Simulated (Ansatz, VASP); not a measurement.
## Two plane-wave programs on Si2W

```
Si W
1.0
     0.00000    2.94709    2.94709
     2.94709    0.00000    2.94709
     2.94709    2.94709    0.00000
Si W
2 1
Direct
  0.25000 0.25000 0.25000
  0.75000 0.75000 0.75000
  0.00000 0.00000 0.00000
```

Alike in both runs: functional PBE; k mesh 6 × 6 × 6; occupations gaussian, width 0.1 eV; no spin polarisation.

Ansatz relaxed the structure, and its values are those at the end. VASP's run is a single point on that final structure, the one shown.

```csv
,VASP,Ansatz
version,VASP 6.6.1,Ansatz 0.2.0
potentials or method,"VASP PAW PBE potentials, release 64 (Si, W_sv)","scalar-relativistic, plane waves, PAW"
plane-wave cutoff (eV),520,420
valence electrons in the cell,22,22
```

|  | VASP | Ansatz | Ansatz less VASP |
| --- | --- | --- | --- |
| gap on the k mesh at the Fermi level (eV) | none | none | - |
| pressure (GPa) | 0.3 | 0.2 | -0.03 |

A gap of «none» marks a metal or a gap that the smearing closes.

The runs have no spin-orbit coupling, so splittings on W are missing.
